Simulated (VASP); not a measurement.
Crystal: SnO.

```
Sn O
1.0
     3.81370    0.00000    0.00000
     0.00000    3.81370    0.00000
     0.00000    0.00000    4.88691
Sn O
2 2
Direct
  0.50000 0.00000 0.76463
  0.00000 0.50000 0.23537
  0.00000 0.00000 0.00000
  0.50000 0.50000 0.00000
```

The cell is a database's computed one.

Program: VASP 6.6.1. Alike in all runs: no spin polarisation; cell as given; cutoff (eV) 520.

**Question.** Order these runs on this cell by their pressure, lowest first.
A. level LDA; potentials or basis VASP PAW LDA potentials, release 54 (Sn_d, O); k mesh 7 × 7 × 6; smearing gaussian 0.1 eV
B. level PBE; potentials or basis VASP PAW PBE potentials, release 64 (Sn_d, O); k mesh 7 × 7 × 6; smearing fermi-dirac 0.05 eV
C. level PBEsol; potentials or basis VASP PAW PBE potentials, release 64 (Sn_d, O); k mesh 8 × 8 × 6; smearing gaussian 0.02 eV; ladder gaps

**Answer.** A (-3.0 GPa), C (-0.3 GPa), B (3.8 GPa).

Caveats: spin-orbit coupling is left out, which moves the levels of the heavy elements; an odd mesh through Γ misses points on the zone boundary, where band edges often lie (some runs); the PAW data sets were made with another functional, which shifts forces and pressure a little (some runs).

Not every run made on this cell is shown here.
